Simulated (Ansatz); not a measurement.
Forms of Ga2As3: one energy to predict

Method: DFT PBE, scalar-relativistic, plane waves, PAW (Ansatz 0.2.0). All cells share a 420 eV cutoff and Γ-centred k meshes spaced at most about 0.3 Å⁻¹ (about 0.25 or finer for metals, 2π included). No spin polarisation.

These are static total energies at zero pressure. Rows are sorted by volume; energies count from the lowest form computed. Coordination counts As atoms around Ga (those within 1.25 times the shortest such distance or 1.15 times the sum of covalent radii, 1.27 where that leaves under three; a plus sign parts nearer from farther groups; the shortest distance is added where it exceeds 1.18 times the sum of covalent radii; a slash parts the counts of unlike sites).

```tsv
row	form	source	atoms	coordination	V (Å³/atom)	gap on mesh (eV)	ΔE (meV/atom)
1	tetradymite type, R-3m	invented	5	Ga 3+3	20.8	0	199
2	corundum type, R-3c	invented	10	Ga 6	23.3	0	390
3	P3m1	invented	10	Ga 4	23.4	0.20	0
4	P-3m1	invented	10	Ga 4	24.1	0	119
5	Pm-3m	invented	5	Ga 6/12 from 3.5 Å	24.6	0	?
```

The cell of row 5:

```yaml
crystal:
  lattice:
    - [4.97624, 0.00000, 0.00000]
    - [0.00000, 4.97624, 0.00000]
    - [0.00000, 0.00000, 4.97624]
  atoms:
    - { symbol: Ga, position: [0.00000, 0.00000, 0.00000] }
    - { symbol: Ga, position: [0.50000, 0.50000, 0.50000] }
    - { symbol: As, position: [0.00000, 0.50000, 0.50000] }
    - { symbol: As, position: [0.50000, 0.00000, 0.50000] }
    - { symbol: As, position: [0.50000, 0.50000, 0.00000] }
```

Question: Estimate the missing energy, and say where the row ranks.

Answer: 0.86 eV/atom, which puts it above row 2, the highest in the table. Counting As atoms around Ga, row 5 has Ga 6/12 from 3.5 Å and the lowest form (row 3) has Ga 4. The lowest form (row 3) holds As–As nets (shortest 2.60 Å); in row 5 the shortest As–As distance is 3.52 Å.

An observed structure of this formula, if there is one, may be missing.

No dispersion correction is applied, so the spacing and binding between layers, chains or molecules are poorly described (P3m1, P-3m1), and this can change margins and order among such cells. Kohn–Sham gaps at this level usually fall short of measured ones. In R-3m, Pm-3m an odd number of electrons in the primitive cell allows no gap without spin; a larger cell or a magnetic state could open one. Cells relaxed within their symmetry can be saddle points. Some types were kept out of the candidates beforehand, so the set may lack a known form.

The energies favour fourfold-coordinated Ga: both such forms lie below the sixfold ones, and the Pm-3m cell, at 0.86 eV/atom, lies far above them all. Tetrahedral bonding suits the sp³ hybridisation of Ga in covalent arsenides, but electron count matters too. With trivalent Ga, three As atoms per formula cannot all reach the closed-shell arsenide state, so some As must bond to As. The nets in P3m1 provide this, and the structure probably amounts to GaAs-like layers alternating with nearly neutral, arsenic-like sheets, consistent with its small gap. Pm-3m offers no such As–As bonds, and it places chemically identical Ga atoms on two very different sites, one tightly enclosed and the other with its nearest As at 3.5 Å, too far for normal bonding. Coordination alone does not fix the energy, since P-3m1 also has fourfold Ga yet lies 119 meV/atom above P3m1. The ranking does not show that Ga2As3 is a stable compound, as separation into GaAs and elemental As, the expected outcome, was not tested.
